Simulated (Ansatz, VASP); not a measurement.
One calculation of AlNi3, two programs

```
Ni Al
1.0
     3.52305    0.00000    0.00000
     0.00000    3.52305    0.00000
     0.00000    0.00000    3.52305
Ni Al
3 1
Direct
  0.50000 0.50000 0.00000
  0.50000 0.00000 0.50000
  0.00000 0.50000 0.50000
  0.00000 0.00000 0.00000
```

The cell is a database's computed one.

Alike in both runs: functional LDA; k mesh 8 × 8 × 8; occupations fermi-dirac, width 0.05 eV; collinear spin.

|  | VASP | Ansatz |
| --- | --- | --- |
| version | VASP 6.6.1 | Ansatz 0.2.0 |
| potentials or method | VASP PAW LDA potentials, release 64 (Ni, Al) | Ansatz PAW |
| plane-wave cutoff (eV) | 520 | 420 |
| valence electrons in the cell | 33 | 57 |
| task | single point | band structure |

|  | VASP | Ansatz | Ansatz less VASP |
| --- | --- | --- | --- |
| gap on the k mesh at the Fermi level (eV) | none | none | - |
| pressure (GPa) | -7.2 | -7.4 | -0.23 |
| net moment per atom (μB) | 0.09 | 0.12 | +0.029 |
| size of the moment on the site where the two differ most (μB) | 0.13 | 0.18 | +0.046 |

Site moments also hang on the region over which each program counts them. A gap of «none» marks a metal or a gap that the smearing closes. The two sets of potentials don't hold the same shells in valence.

Caveats: the PAW data sets come from PBE, with cores solved anew for the run's functional, which leaves a small shift of forces and pressure (Ansatz).
